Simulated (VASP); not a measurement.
Input of a VASP 6.6.1 run:

Contents of POSCAR:

```
NaI
1.0
   -0.7013737081      2.9264213339      2.9264213339
    2.9264213339     -0.7013737081      2.9264213339
    2.9264213339      2.9264213339     -0.7013737081
Na I
1 1
Direct
    0.0000000000      0.0000000000      0.0000000000
    0.5000000000      0.5000000000      0.5000000000
```

The input INCAR.step1:

```
SYSTEM = NaI
  PREC = Accurate
  ENCUT = 520
  ISMEAR = 0
  SIGMA = 0.05
  LREAL = .False.
  LASPH = .True.
  NELM = 100
  NBANDS = 14
  GGA = PE
  ALGO = Normal
  EDIFF = 1E-4
  LWAVE = .True.
  LCHARG = .False.
```

File INCAR.step2:

```
SYSTEM = NaI
  PREC = Accurate
  ENCUT = 520
  EDIFF = 1E-7
  ISMEAR = 0
  SIGMA = 0.05
  LREAL = .False.
  LASPH = .True.
  NELM = 100
  ALGO = Normal
  ISIF = 2
  LWAVE = .False.
  LCHARG = .True.
  METAGGA = R2SCAN
  LMIXTAU = .True.
  LELF = .True.
  LVHAR = .True.
  NBANDS = 14
  ISTART = 1
```

Contents of KPOINTS:

```
regular mesh
0
Gamma
  8 8 8
  0 0 0
```

Potentials or basis: VASP PAW PBE potentials, release 64 (Na_pv, I).

The run is started by

```console
$ cat potpaw_PBE.64/Na_pv/POTCAR potpaw_PBE.64/I/POTCAR > POTCAR
$ cp INCAR.step1 INCAR
$ mpirun -np 1 vasp_std > vasp.out
$ cp INCAR.step2 INCAR
$ mpirun -np 1 vasp_std > vasp.out
```

(1) Predict the pressure.

(2) Estimate the band gap on the k mesh.

Answers

(1) -0.3 GPa.

(2) 3.48 eV, direct.

Caveat: the PAW data sets were made with another functional, which shifts forces and pressure a little; spin-orbit coupling is left out, which moves the levels of the heavy elements.
